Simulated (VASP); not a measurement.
# ZnSe (F-43m) in VASP: Born charges and dielectric tensor with LDA

Aim: the Born charges and dielectric tensor of ZnSe with LDA.

Program: VASP 6.6.1. These are calculated values, not measurements. Logs are shortened: lines on timing, memory, paths and dates and some standing lists are left out, and cuts for length are marked.

### 1 The crystal as given

Symmetry: F-43m, No. 216, cubic system. Conventional cell: a = 5.576 Å, b = 5.576 Å, c = 5.576 Å, α = 90.00°, β = 90.00°, γ = 90.00°. Zn (site symmetry -43m) is surrounded by 4 Se at 2.41 Å. Se (site symmetry -43m) is surrounded by 4 Zn at 2.41 Å.

The cell is a database's computed one.

### 2 Born charges and dielectric tensor, LDA

Input file INCAR:

```
SYSTEM = ZnSe
PREC     = Accurate       ! precision mode
ENCUT    = 600            ! plane-wave cutoff, eV
EDIFF    = 1E-8           ! SCF threshold, eV
ISMEAR   = 0              ! smearing method
SIGMA    = 0.02           ! smearing width, eV
LREAL    = .False.        ! projectors in reciprocal space
LASPH    = .True.         ! aspherical terms in the spheres
NELM     = 60             ! most SCF steps
ALGO     = Normal         ! electronic algorithm
ISIF     = 2              ! what is computed and relaxed
LWAVE    = .False.        ! write WAVECAR
LCHARG   = .False.        ! write CHGCAR
GGA      = CA             ! functional
LEPSILON = .True.         ! dielectric tensor by DFPT
IBRION   = 8              ! ionic algorithm
NSW      = 1              ! ionic steps
```

Input file KPOINTS:

```
Automatic mesh
0
Gamma
  4 4 4
  0 0 0
```

Input file POSCAR:

```
ZnSe
1.0
    0.0000000000      2.7880600000      2.7880600000
    2.7880600000      0.0000000000      2.7880600000
    2.7880600000      2.7880600000      0.0000000000
Zn Se
1 1
Direct
    0.0000000000      0.0000000000      0.0000000000
    0.2500000000      0.2500000000      0.2500000000
```

Potentials or basis: VASP PAW LDA potentials, release 64 (Zn, Se).

On the command line:

```bash
$ cat potpaw_LDA.64/Zn/POTCAR potpaw_LDA.64/Se/POTCAR > POTCAR
$ mpirun -np 1 vasp_std > vasp.out
```

OUTCAR:

```text
SYSTEM = ZnSe
   PREC = Accurate
   ENCUT = 600
   EDIFF = 1E-8
   ISMEAR = 0
   LREAL = .False.
   LASPH = .True.
   NELM = 60
   ISIF = 2
   GGA = CA
   LEPSILON = .True.
   IBRION = 8
   NSW = 1

 ion  position               nearest neighbor table
   1  0.000  0.000  0.000-   2 2.41   2 2.41   2 2.41   2 2.41
   2  0.250  0.250  0.250-   1 2.41   1 2.41   1 2.41   1 2.41

  LATTYP: Found a face centered cubic cell.
 ALAT       =     5.5761200000

  Lattice vectors:

 A1 = (   0.0000000000,   2.7880600000,   2.7880600000)
 A2 = (   2.7880600000,   0.0000000000,   2.7880600000)
 A3 = (   2.7880600000,   2.7880600000,   0.0000000000)

Analysis of symmetry for initial positions (statically):
=====================================================================
 Subroutine PRICEL returns:
 Original cell was already a primitive cell.

 Routine SETGRP: Setting up the symmetry group for a
 face centered cubic supercell.

 Subroutine GETGRP returns: Found 24 space group operations
 (whereof 24 operations were pure point group operations)
 out of a pool of 48 trial point group operations.

The static configuration has the point symmetry T_d .

Analysis of symmetry for dynamics (positions and initial velocities):
=====================================================================
 Subroutine PRICEL returns:
 Original cell was already a primitive cell.

 Routine SETGRP: Setting up the symmetry group for a
 face centered cubic supercell.

 Subroutine GETGRP returns: Found 24 space group operations
 (whereof 24 operations were pure point group operations)
 out of a pool of 48 trial point group operations.

The dynamic configuration has the point symmetry T_d .

 Subroutine INISYM returns: Found 24 space group operations
 (whereof 24 operations are pure point group operations),
 and found     1 'primitive' translations

----------------------------------------------------------------------------------------

                                     Primitive cell

  volume of cell :      43.3447

  direct lattice vectors                    reciprocal lattice vectors
     0.000000000  2.788060000  2.788060000    -0.179336169  0.179336169  0.179336169
     2.788060000  0.000000000  2.788060000     0.179336169 -0.179336169  0.179336169
     2.788060000  2.788060000  0.000000000     0.179336169  0.179336169 -0.179336169

  length of vectors
     3.942912265  3.942912265  3.942912265     0.310619357  0.310619357  0.310619357

  position of ions in fractional coordinates (direct lattice)
     0.000000000  0.000000000  0.000000000
     0.250000000  0.250000000  0.250000000

  ion indices of the primitive-cell ions
   primitive index   ion index
                 1           1
                 2           2

----------------------------------------------------------------------------------------

 KPOINTS: Automatic mesh

Automatic generation of k-mesh.
 Grid dimensions read from file:
 generate k-points for:    4    4    4

[... 259 lines left out ...]

 Free energy of the ion-electron system (eV)
  ---------------------------------------------------
  ---------------------------------------------------
  free energy    TOTEN  =        -1.83913538 eV

  energy without entropy =       -1.83913538

------------------------ aborting loop because EDIFF is reached ----------------------------------------

--------------------------------------- Ionic step        2  -------------------------------------------

------------------------ aborting loop because EDIFF is reached ----------------------------------------

--------------------------------------- Ionic step        3  -------------------------------------------

------------------------ aborting loop because EDIFF is reached ----------------------------------------

 PIEZOELECTRIC TENSOR FIELD DIRECTION 3  (e Angst)
 -----------------------------------------------------------------------------
     0.00080 -2.62049  0.00000           (  0.00000  0.05645  0.00000)
    -2.62049  0.00080  0.00000           (  0.05645  0.00000  0.00000)
     0.00000  0.00000 -0.00216           (  0.00000  0.00000 -0.00000)

 PIEZOELECTRIC TENSOR FIELD DIRECTION 3  (C/m^2)
 -----------------------------------------------------------------------------
     0.00029 -0.96863  0.00000
    -0.96863  0.00029  0.00000
     0.00000  0.00000 -0.00080

--------------------------------------- Ionic step        4  -------------------------------------------

------------------------ aborting loop because EDIFF is reached ----------------------------------------

[... ionic steps 5 to 6 ...]

--------------------------------------- Ionic step        7  -------------------------------------------

 Free energy of the ion-electron system (eV)
  ---------------------------------------------------
  ---------------------------------------------------
  free energy    TOTEN  =        -0.08277799 eV

  energy without entropy =       -0.08277799

------------------------ aborting loop because EDIFF is reached ----------------------------------------

 INTERNAL STRAIN TENSOR  FOR ION    2  DIRECTION 1   (eV/Angst):
 -----------------------------------------------------------------------------
     0.00222  0.00000 -0.00000
    -0.00000  0.00605 -6.03647
     0.00000 -6.03647  0.00605

 MACROSCOPIC STATIC DIELECTRIC TENSOR (including local field effects in DFT)
 ------------------------------------------------------
          15.701126    -0.000000    -0.000000
           0.000000    15.701126     0.000000
           0.000000    -0.000000    15.701126
 ------------------------------------------------------

 PIEZOELECTRIC TENSOR (including local field effects)  for field in x, y, z        (e  Angst)
          XX          YY          ZZ          XY          YZ          ZX
  --------------------------------------------------------------------------------
  x     0.00000     0.00000    -0.00000     0.00000    -2.66951     0.00000
  y    -0.00000     0.00000     0.00000     0.00000     0.00000    -2.66951
  z     0.00000    -0.00000     0.00000    -2.66951     0.00000     0.00000

 PIEZOELECTRIC TENSOR (including local field effects)  for field in x, y, z        (C/m^2)
          XX          YY          ZZ          XY          YZ          ZX
  --------------------------------------------------------------------------------
  x     0.00000     0.00000    -0.00000     0.00000    -0.98675     0.00000
  y    -0.00000     0.00000     0.00000     0.00000     0.00000    -0.98675
  z     0.00000    -0.00000     0.00000    -0.98675     0.00000     0.00000

 BORN EFFECTIVE CHARGES (including local field effects) (in |e|, cummulative output)
 ---------------------------------------------------------------------------------
 ion    1
    1     2.71732     0.00000    -0.00000
    2     0.00000     2.71732    -0.00000
    3     0.00000     0.00000     2.71732
 ion    2
    1    -2.71732    -0.00000     0.00000
    2    -0.00000    -2.71732     0.00000
    3     0.00000    -0.00000    -2.71732

 INTERNAL STRAIN TENSOR FOR ION    2 for displacements in x,y,z  (eV/Angst):
          X           Y           Z          XY          YZ          ZX
  --------------------------------------------------------------------------------
  x    -0.00000    -0.00000    -0.00000    -0.00000    -6.03647     0.00000
  y    -0.00000     0.00000    -0.00000     0.00000    -0.00000    -6.03647
  z    -0.00000    -0.00000    -0.00000    -6.03647    -0.00000    -0.00000

 SECOND DERIVATIVES (NOT SYMMETRIZED)
 ------------------------------------
               1X          1Y          1Z          2X          2Y          2Z
  1X    -6.182223    0.000000    0.000000    6.182223    0.000000    0.000000
  1Y     0.000000   -6.182223    0.000000    0.000000    6.182223    0.000000
  1Z     0.000000    0.000000   -6.182223    0.000000    0.000000    6.182223
  2X     6.255783    0.000000    0.000000   -6.255783    0.000000    0.000000
  2Y     0.000000    6.255783    0.000000    0.000000   -6.255783    0.000000
  2Z     0.000000    0.000000    6.255783    0.000000    0.000000   -6.255783

 Eigenvectors and eigenvalues of the dynamical matrix
 ----------------------------------------------------

   1 f  =    6.516905 THz    40.946921 2PiTHz  217.380548 cm-1    26.951741 meV
             X         Y         Z           dx          dy          dz
      0.000000  0.000000  0.000000    -0.000000    0.737611    0.000000
      1.394030  1.394030  1.394030     0.000000   -0.675226   -0.000000
[... 21 lines left out ...]
   6 f/i=    0.019196 THz     0.120612 2PiTHz    0.640308 cm-1     0.079388 meV
             X         Y         Z           dx          dy          dz
      0.000000  0.000000  0.000000    -0.124640    0.329195    0.576216
      1.394030  1.394030  1.394030    -0.136156    0.359610    0.629454

--------------------------------------------------------------------------------------------------------

 MACROSCOPIC STATIC DIELECTRIC TENSOR IONIC CONTRIBUTION
 ------------------------------------------------------
           4.956601     0.000000    -0.000000
           0.000000     4.956601     0.000000
          -0.000000     0.000000     4.956601
 ------------------------------------------------------

 ELASTIC MODULI CONTR FROM IONIC RELAXATION (kBar)
 Direction    XX          YY          ZZ          XY          YZ          ZX
 --------------------------------------------------------------------------------
 XX          -0.0000     -0.0000     -0.0000     -0.0000     -0.0000     -0.0000
 YY          -0.0000     -0.0000     -0.0000     -0.0000     -0.0000     -0.0000
 ZZ          -0.0000     -0.0000     -0.0000     -0.0000     -0.0000     -0.0000
 XY          -0.0000     -0.0000     -0.0000   -216.6770     -0.0000     -0.0000
 YZ          -0.0000     -0.0000     -0.0000     -0.0000   -216.6770     -0.0000
 ZX          -0.0000     -0.0000     -0.0000     -0.0000     -0.0000   -216.6770
 --------------------------------------------------------------------------------

 PIEZOELECTRIC TENSOR IONIC CONTR  for field in x, y, z        (C/m^2)
          XX          YY          ZZ          XY          YZ          ZX
  --------------------------------------------------------------------------------
  x     0.00000     0.00000     0.00000     0.00000     0.97515    -0.00000
  y     0.00000     0.00000     0.00000    -0.00000     0.00000     0.97515
  z     0.00000     0.00000     0.00000     0.97515     0.00000     0.00000
```

Run time: 43 s. Hardware: 1 thread of Intel Xeon 6975P-C (Granite Rapids), shared host; peak memory 0.2 GiB.

What came out:

```
Band gap on the k mesh                                  : 1.25 eV, direct
Electronic dielectric tensor (diagonal)                 : 15.70
Born charges (mean of the diagonal)                     : Zn +2.72; Se -2.72 e
Highest phonon frequency at Γ, LO-TO splitting left out : 217 cm⁻¹
```

Levels at points of the mesh, in eV from the valence-band top:
```
           k point  band 7  band 8  band 9  band 10  band 11  band 12
(0.00, 0.00, 0.00)    0.00    0.00    0.00     1.25     5.66     5.66
(0.50, 0.00, 0.00)   -5.63   -0.95   -0.95     2.43     6.25     6.25
(0.50, 0.50, 0.00)   -5.07   -2.39   -2.39     2.67     3.29    10.88
```

Phonon frequencies in cm⁻¹ (negative: imaginary):
```csv
q point,frequencies
"(0.000, 0.000, 0.000)",-1 -1 -1 217 217 217
```

Electronic dielectric tensor:
```
15.70  0.00  0.00
 0.00 15.70  0.00
 0.00  0.00 15.70
```

Born effective charge tensors (e):
atom 1, Zn
```
2.72 0.00 0.00
0.00 2.72 0.00
0.00 0.00 2.72
```
atom 2, Se
```
-2.72  0.00  0.00
 0.00 -2.72  0.00
 0.00  0.00 -2.72
```

Caveat: the k mesh is coarse (spacing up to 0.49 Å⁻¹), so the values aren't converged.
